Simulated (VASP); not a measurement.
## GaP: relaxation of cell and atoms with PBE

Crystal: GaP.

```
Ga P
1.0
     0.00000    2.72581    2.72581
     2.72581    0.00000    2.72581
     2.72581    2.72581    0.00000
Ga P
1 1
Direct
  0.00000 0.00000 0.00000
  0.75000 0.75000 0.75000
```

The cell is a database's computed one.

| Property | Result |
| --- | --- |
| Program | VASP 6.6.1 |
| Task | relaxation of cell and atoms |
| Functional | PBE |
| Potentials or basis | VASP PAW PBE potentials, release 64 (Ga_d, P) |
| Cutoff | 600 eV |
| k mesh | 8 × 8 × 8 |
| Occupations | gaussian, width 0.02 eV |
| Spin | no spin polarisation |
| Further INCAR settings | ALGO = Fast; EDIFF = 1e-07; IBRION = 2; EDIFFG = -0.005; NSW = 90; ISIF = 3 |

| Property | Result |
| --- | --- |
| Relaxed volume | 20.86 Å³/atom |
| Relaxed cell | a = 3.893 Å, b = 3.893 Å, c = 3.893 Å, α = 60.00°, β = 60.00°, γ = 60.00° |
| Space group after relaxing (to 0.05 Å) | F-43m (No. 216) |
| Energy gained by relaxing | 4.4 meV/atom |
| Ionic steps | 3 |
| Pressure after relaxing | 0.0 GPa |
| Band gap on the k mesh | 1.58 eV, direct |

The path:
```csv
step,energy change (eV),largest force (eV/Å),pressure (GPa),volume (Å³)
1,0.0000,0.0000,2.42,40.51
2,-0.0067,0.0000,-1.03,42.33
3,-0.0088,0.0000,0.01,41.71
```

Final structure:
```cif
data_structure
_symmetry_space_group_name_H-M 'P 1'
_symmetry_Int_Tables_number 1
_cell_length_a 3.8928
_cell_length_b 3.8928
_cell_length_c 3.8928
_cell_angle_alpha 60.000
_cell_angle_beta 60.000
_cell_angle_gamma 60.000
_cell_volume 41.71
loop_
_atom_site_label
_atom_site_type_symbol
_atom_site_fract_x
_atom_site_fract_y
_atom_site_fract_z
_atom_site_occupancy
Ga1 Ga 0.00000 0.00000 0.00000 1
P1 P 0.75000 0.75000 0.75000 1
```

Levels at points of the mesh, in eV from the valence-band top:
```
           k point  band 7  band 8  band 9  band 10  band 11  band 12
(0.00, 0.00, 0.00)    0.00    0.00    0.00     1.58     3.90     3.90
(0.50, 0.00, 0.00)   -6.46   -1.07   -1.07     1.58     4.73     4.73
(0.50, 0.50, 0.00)   -6.61   -2.58   -2.58     1.72     1.85    10.37
```

Wall time 35 s on 1 thread of Intel(R) Xeon(R) Platinum 8488C (Sapphire Rapids) (shared host), peak memory 0.18 GiB.

A k mesh can miss the band edges. PBE gaps usually lie below the measured ones, often by a third to a half.
